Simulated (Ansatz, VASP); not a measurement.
**Two plane-wave programs on Mo**

```xyz
1
Lattice="3.0091 0.0000 0.0000 -1.5045 2.6059 0.0000 0.0000 0.0000 2.5552" Properties=species:S:1:pos:R:3 pbc="T T T"
Mo    0.0000    0.0000    1.2776
```

Change from the starting cell: strain +0.1000 x Voigt [1, 1, 0, 0, 0, 0], atoms carried along.

Alike in both runs: task single point; functional PBEsol; k mesh 18 × 18 × 18; occupations gaussian, width 0.15 eV; no spin polarisation.

|  | VASP | Ansatz |
| --- | --- | --- |
| version | VASP 6.6.1 | Ansatz 0.2.0 |
| potentials or method | VASP PAW PBE potentials, release 64 (Mo_sv) | scalar-relativistic, plane waves, PAW |
| plane-wave cutoff (eV) | 520 | 420 |
| valence electrons in the cell | 14 | 14 |

```csv
,VASP,Ansatz,Ansatz less VASP
gap on the k mesh at the Fermi level (eV),none,none,-
pressure (GPa),-29.1,-29.3,-0.23
largest component of the traceless stress (GPa),2.72,2.53,-0.188
```

A gap of «none» marks a metal or a gap that the smearing closes. With one functional, cell and mesh, what is left measures potentials, basis and numerics.

Caveats: so large a pressure means that the cell lies far from this level's equilibrium, or that cutoff or potentials fall short (VASP); the potentials were made for another functional, which shifts forces and pressure (VASP).
